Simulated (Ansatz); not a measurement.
Ansatz (an electronic-structure program) input:

Ansatz 0.2 input:
```yaml
crystal:
  lattice:
    - [4.4278485133, 0.0, 0.0]
    - [0.0, 4.4278485133, 0.0]
    - [0.0, 0.0, 2.8842843379]
  atoms:
    - { symbol: Ge, position: [0.5, 0.5, 0.5] }
    - { symbol: Ge, position: [0.0, 0.0, 0.0] }
    - { symbol: O, position: [0.6936906833, 0.6936906833, 0.0] }
    - { symbol: O, position: [0.3063093167, 0.3063093167, 0.0] }
    - { symbol: O, position: [0.8063093167, 0.1936906833, 0.5] }
    - { symbol: O, position: [0.1936906833, 0.8063093167, 0.5] }
kpoints:
  mp_grid: { grid: [6, 6, 8] }
basis: { xc_grid: 2 }
hamiltonian:
  xc: pbesol
  pseudopotentials: { kind: paw }
scf:
  occupations: { method: fixed }
output:
  optics: { e_range: [0.0, 15.0], de: 0.05, sigma: 0.1, bands: { spectra_wanted_up_to: 12 eV } }
```

Output (shortened):

```
output.optics: the spectra are integrated over the Brillouin zone by k·p interpolation around the k-points, where levels, occupations, output.optics.sigma and …
Pseudopotential: Ge, paw, valence charge 14
Pseudopotential: O, paw, valence charge 6
Functional definition: PBEsol
Crystal: 6 atoms, lattice volume = 56.549 Å³
Basis set: ecut = 420 eV, 1121 PW (Γ), exchange–correlation on 60×60×40 points (8 copies of the dense FFT grid, shifted against one another)
Bands: 32, of which v1, the nominal top of the filled ones, is band 26 counted from 1 (25 counted from 0)
Symmetry: 16 space group operations
Space group: P42/mnm (ITA 136), of the structure as read, at distance tolerance 3.8e-5 Å
k-points: 50 of 288
SCF iter   1: F=—  HF=-10750.633099 eV  |F-HF|=—  |Δ(HF+E_count)|=         —  Δρ=1.60e-2  dr2=1.07e-1  ethr=1.77e-3  ⟨swp⟩=4.9  Hψ=5642  notcnv=0  defer=200
preconditioner: auto → Resta (q_TF=auto, 2.690 Å⁻¹)
SCF iter   2: F=—  HF=-10750.599866 eV  |F-HF|=—  |Δ(HF+E_count)|=   3.32e-2  Δρ=1.99e-3  dr2=1.29e-3  ethr=2.06e-4  ⟨swp⟩=2.0  Hψ=2509  notcnv=0  defer=200
SCF iter   3: F=—  HF=-10750.599874 eV  |F-HF|=—  |Δ(HF+E_count)|=   8.01e-6  Δρ=1.07e-3  dr2=3.57e-4  ethr=2.48e-6  ⟨swp⟩=2.0  Hψ=2517  notcnv=0  defer=200
SCF iter   4: F=—  HF=-10750.599986 eV  |F-HF|=—  |Δ(HF+E_count)|=   1.12e-4  Δρ=3.21e-4  dr2=3.91e-5  ethr=6.86e-7  ⟨swp⟩=2.0  Hψ=2813  notcnv=0  defer=92
SCF iter   5: F=—  HF=-10750.599926 eV  |F-HF|=—  |Δ(HF+E_count)|=   6.03e-5  Δρ=6.83e-5  dr2=2.29e-6  ethr=7.52e-8  ⟨swp⟩=3.0  Hψ=2778  notcnv=0  defer=88
SCF iter   6: F=—  HF=-10750.599929 eV  |F-HF|=—  |Δ(HF+E_count)|=   2.99e-6  Δρ=7.12e-6  dr2=2.00e-8  ethr=4.40e-9  ⟨swp⟩=2.0  Hψ=2312  notcnv=0  defer=88
SCF iter   7: F=—  HF=-10750.599929 eV  |F-HF|=—  |Δ(HF+E_count)|=   1.17e-8  Δρ=1.63e-6  dr2=1.40e-9  ethr=3.85e-11  ⟨swp⟩=2.2  Hψ=2664  notcnv=0  defer=88
SCF iter   8: F=—  HF=-10750.599929 eV  |F-HF|=—  |Δ(HF+E_count)|=  7.82e-10  Δρ=3.08e-7  dr2=4.50e-11  ethr=2.69e-12  ⟨swp⟩=2.0  Hψ=2133  notcnv=0  defer=88
SCF iter   9: F=-10750.599929 eV  HF=-10750.599929 eV  |F-HF|=1.82e-12  |Δ(HF+E_count)|=  3.82e-11  Δρ=7.67e-8  dr2=3.56e-12  ethr=1.00e-12  ⟨swp⟩=8.0  Hψ=4740  notcnv=0
SCF 1 converged in 9 iterations: F = -10750.599929 eV  dr2 = 3.56e-12
NSCF: frozen V_eff on 50 k-points
Optics k sum: 0 of 50 k-points
Optics k sum: 3 of 50 k-points
Optics k sum: 5 of 50 k-points
Optics k sum: 8 of 50 k-points
Optics k sum: 10 of 50 k-points
Optics k sum: 13 of 50 k-points
Optics k sum: 15 of 50 k-points
Optics k sum: 18 of 50 k-points
Optics k sum: 20 of 50 k-points
Optics k sum: 23 of 50 k-points
Optics k sum: 25 of 50 k-points
Optics k sum: 28 of 50 k-points
Optics k sum: 30 of 50 k-points
Optics k sum: 33 of 50 k-points
Optics k sum: 35 of 50 k-points
Optics k sum: 38 of 50 k-points
Optics k sum: 40 of 50 k-points
Optics k sum: 43 of 50 k-points
Optics k sum: 45 of 50 k-points
Optics k sum: 48 of 50 k-points
Optics k sum: 50 of 50 k-points
Optics k sum: 0 of 50 k-points
Optics k sum: 3 of 50 k-points
Optics k sum: 5 of 50 k-points
Optics k sum: 8 of 50 k-points
Optics k sum: 10 of 50 k-points
Optics k sum: 13 of 50 k-points
Optics k sum: 15 of 50 k-points
Optics k sum: 18 of 50 k-points
Optics k sum: 20 of 50 k-points
Optics k sum: 23 of 50 k-points
Optics k sum: 25 of 50 k-points
Optics k sum: 28 of 50 k-points
Optics k sum: 30 of 50 k-points
Optics k sum: 33 of 50 k-points
Optics k sum: 35 of 50 k-points
Optics k sum: 38 of 50 k-points
Optics k sum: 40 of 50 k-points
Optics k sum: 43 of 50 k-points
Optics k sum: 45 of 50 k-points
Optics k sum: 48 of 50 k-points
Optics k sum: 50 of 50 k-points
output.optics: what the bands over the 44 summed would add to eps1, eps2 and the energy-loss function is held between a lower and an upper bound (7 Lanczos …
SCF converged after 9 iterations
Free energy (F): -10750.599929 eV
Harris-Foulkes:  -10750.599929 eV  (|F-HF|=1.82e-12)
Internal energy: -10750.599929 eV  (E = F + TS)
E sigma→0 (E₀):  -10750.599929 eV
Fermi energy:    10.055791 eV
--- Per-component energies (eV) ---
  E_band       = -204.258939
  E_kinetic    = 929.704682
  E_local      = -5511.030734  (includes V_loc(G=0)·N_el)
  E_nonlocal   = 1049.175031
  E_hartree    = 2313.295750
  E_xc         = -439.973399
  E_vxc        = -502.653799  (∫ρ·V_xc dr)
  E_paw        = -4584.284903  (= ΣΔE_a)
  E_vpaw       = -796.056197  (= ΣTr[D̂ρ^β])
  E_aug_tail   = 0.010527  (compensation charges beyond the density's cutoff)
  E_ewald      = -4509.473907
  E_core_change = 1.977024  (= ΣΔE_core)
  E_smearing   =  0.000000  (= −TS)
  E_closure    =  0.000000  (closes the sum)
  Σ components = -10750.599929   (vs F -10750.599929, Δ=0.00e0)
  [band-id]    e_kinetic+e_local+e_nonlocal+2·e_hartree+e_vxc+e_vpaw+e_augmentation_tail = -204.258989   (vs E_band -204.258939, Δ=-5.00e-5)
--- Band table (eV; the first three rows and the last of 50) ---
  k-point 0: bands = ["-14.4641", "-14.2244", "-14.0874", "-14.0874", "-14.0796", "-14.0126", "-14.0105", "-13.9713", "-13.9643", "-13.9643", "-10.9181", "-7.9164", "-7.9164", "-7.0947", "-0.2084", "4.5860", "4.5860", "5.1418", "5.4842", "6.6978", "7.5992", …
  k-point 1: bands = ["-14.4266", "-14.1896", "-14.1333", "-14.1333", "-14.0656", "-14.0131", "-14.0074", "-13.9739", "-13.9739", "-13.9712", "-10.7566", "-7.7621", "-7.7621", "-7.1268", "-0.2348", "4.7615", "4.7615", "4.8146", "5.6485", "6.0794", "6.8892", …
  k-point 2: bands = ["-14.3347", "-14.2404", "-14.2404", "-14.1244", "-14.0269", "-14.0053", "-13.9993", "-13.9948", "-13.9948", "-13.9717", "-10.2752", "-7.3762", "-7.3762", "-7.3026", "-0.2717", "4.1320", "4.3681", "5.2121", "5.2121", "5.9725", "5.9725", …
  k-point 49: bands = ["-14.3871", "-14.3871", "-14.1622", "-14.1622", "-14.0239", "-14.0239", "-13.9775", "-13.9775", "-13.9481", "-13.9481", "-8.3330", "-8.3330", "-6.9393", "-6.9393", "-0.1674", "-0.1674", "3.2993", "3.2993", "6.4672", "6.4672", "6.4769", …
```

Cost: about 80 core-seconds (a rough figure) on shared cores.

Space group P4_2/mnm (rutile). Symmetry was held in the PBEsol relaxation; phonons on a q-mesh show no instability. Scalar-relativistic: spin–orbit coupling is off unless named, which matters more the heavier the elements.

Potentials: the later of the program's two PAW sets.

Ansatz is a plane-wave DFT program.
